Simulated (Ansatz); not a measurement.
**What a trial cell of Se relaxes into**

Method: DFT PBEsol, scalar-relativistic, plane waves, PAW in Ansatz 0.2.0. Cutoff 420 eV, Γ-centred k mesh, Gaussian smearing, no spin polarisation in the final step.

The start puts Se on the simple hexagonal structure type (P6/mmm, No. 191), at a guessed volume.

```
Se
1.0
     3.21176    0.00000    0.00000
    -1.60588    2.78147    0.00000
     0.00000    0.00000    3.00099
Se
1
Direct
  0.00000 0.00000 0.00000
```

Cell and atoms relax at zero pressure; the relaxation can't lower the symmetry of the start. After a coarse first stage the cell is made exact in the group found at 0.06 Å.

Energies count from the standard state of Se at the same level.

(1) Describe the relaxed structure.

(2) What are its volume, energy, density and gap?

Answers

(1) It keeps P6/mmm (No. 191). The result has the simple hexagonal structure. Conventional cell: a = 3.050 Å, c = 2.603 Å. Se has 2 Se at 2.60 Å and 6 Se at 3.05 Å.

Space group P6/mmm (No. 191). a = 3.050 Å, b = 3.050 Å, c = 2.603 Å, α = 90.00°, β = 90.00°, γ = 120.00°
| atom | site | symmetry | x | y | z |
| --- | --- | --- | --- | --- | --- |
| Se | 1a | 6/mmm | 0.0000 | 0.0000 | 0.0000 |

(2) The volume per atom is 20.97 Å³, the density is 6.25 g/cm³ and the energy over the standard structure is 0.31 eV/atom. The gap on the 21×21×20 mesh is 0 eV (a metal).

The final run used a 21×21×20 mesh on its 1-atom cell and 0.10 eV smearing. For metals, differences of a few meV/atom aren't resolved. A structure relaxed within its symmetry needn't be a true minimum.